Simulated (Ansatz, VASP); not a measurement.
## CuO in VASP and in Ansatz

File INCAR:

```
SYSTEM = CuO
ALGO = Normal
EDIFF = 1E-6
ENCUT = 520
GGA = PE
ISIF = 2
ISMEAR = -1
LASPH = .TRUE.
LCHARG = .FALSE.
LREAL = .FALSE.
LWAVE = .FALSE.
NBANDS = 25
NELM = 80
PREC = Accurate
SIGMA = 0.05
```

KPOINTS

```
k-points
0
G
  8 8 6
  0 0 0
```

File POSCAR:

```
CuO
1.0
    3.4220509700      0.0000000000      0.0000000000
    0.0000000000      3.4220509700      0.0000000000
    0.0000000000      0.0000000000      4.2604614800
Cu O
2 2
Direct
    0.0000000000      0.5000000000      0.0000000000
    0.5000000000      0.0000000000      0.5000000000
    0.0000000000      0.0000000000      0.2500000000
    0.0000000000      0.0000000000      0.7500000000
```

File input.yaml:

```yaml
crystal:
  lattice:
    - [3.42205097, 0.0, 0.0]
    - [0.0, 3.42205097, 0.0]
    - [0.0, 0.0, 4.26046148]
  atoms:
    - { symbol: Cu, position: [0.0, 0.5, 0.0] }
    - { symbol: Cu, position: [0.5, 0.0, 0.5] }
    - { symbol: O, position: [0.0, 0.0, 0.25] }
    - { symbol: O, position: [0.0, 0.0, 0.75] }
hamiltonian:
  xc: pbe
  pseudopotentials: { kind: paw }
kpoints:
  mp_grid: { grid: [8, 8, 6] }
scf:
  occupations: { method: fermi_dirac, width: 0.05 }
output:
  forces: true
  stress: true
  eigenvalues: true
```

Measurements of this composition are mostly on another form, of space group No. 15.

Alike in both runs: task single point; functional PBE; k mesh 8 × 8 × 6; occupations fermi-dirac, width 0.05 eV; no spin polarisation.

|  | VASP | Ansatz |
| --- | --- | --- |
| version | VASP 6.6.1 | Ansatz 0.2.0 |
| potentials or method | VASP PAW PBE potentials, release 64 (Cu, O) | Ansatz PAW |
| plane-wave cutoff (eV) | 520 | 420 |
| valence electrons in the cell | 34 | 50 |

Ansatz gave:

| Quantity | Value |
| --- | --- |
| gap on the k mesh at the Fermi level (eV) | none |
| pressure (GPa) | -2.8 |
| largest component of the traceless stress (GPa) | 24.15 |

Task: What did VASP give for the same quantities?

Result: gap on the k mesh at the Fermi level (eV): none; pressure (GPa): -2.2; largest component of the traceless stress (GPa): 23.65.

A gap of «none» marks a metal or a gap that the smearing closes. The two sets of potentials don't hold the same shells in valence.

Caveats: the run has no spin polarisation, though such a crystal can be magnetic; semilocal functionals often make such compounds metallic where correlation or magnetic order opens a gap, which also shifts bond lengths; the pressure holds a Pulay correction of +0.6 GPa for the finite cutoff (Ansatz).
